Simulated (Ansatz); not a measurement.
# CaO: the cost of one run

Program: Ansatz 0.2.0. Level of theory: DFT PBE, scalar-relativistic, plane waves, PAW. These are calculated values, not measurements.

3 further runs of the same task are left out: 1 that didn't finish, 2 set aside as unsound or not needed.

## (1) The system as given

Symmetry: Fm-3m, No. 225, cubic system. The conventional cell has a = 4.831 Å, b = 4.831 Å, c = 4.831 Å, α = 90.00°, β = 90.00°, γ = 90.00°. Ca (site symmetry m-3m) has 6 O at 2.42 Å as nearest neighbours. Around O (site symmetry m-3m) lie 6 Ca at 2.42 Å.

Coordinates:

```
Ca O
1.0
     0.00000    2.41542    2.41542
     2.41542    0.00000    2.41542
     2.41542    2.41542    0.00000
Ca O
1 1
Direct
  0.50000 0.50000 0.50000
  0.00000 0.00000 0.00000
```

An earlier run at PBE left this cell at 14.092 Å³/atom and 0.00 GPa (12×12×12 mesh).

Volume factors to run: 0.980, 1.020, 0.960, 1.040, 1.070, 1.100, 0.945.

## (2) At 0.980 of the relaxed volume

input.yaml reads:

```yaml
crystal:
  lattice:
    - [0.0, 2.3992111917, 2.3992111917]
    - [2.3992111917, 0.0, 2.3992111917]
    - [2.3992111917, 2.3992111917, 0.0]
  atoms:
    - { symbol: Ca, position: [0.5, 0.5, 0.5] }
    - { symbol: O, position: [0.0, 0.0, 0.0] }
basis:
  ecutwfc: 420
  ecutrho_ratio: 4
kpoints:
  mp_grid: { grid: [12, 12, 12] }
hamiltonian:
  xc: pbe
scf:
  occupations: { method: gaussian, width: 0.05 }
output:
  forces: true
  stress: true
  eigenvalues: true
```

Run with:

```sh
ansatz run input.yaml --threads 2 --pin off --max-ram 2662MiB --backend cpu --events-out ev --progress --plain --runs-dir out
```

**Question.** How long does this run take on 2 threads of Arm Neoverse V1, shared host, and how much memory does it need?

About 1.1 s, with a peak of 0.28 GiB.
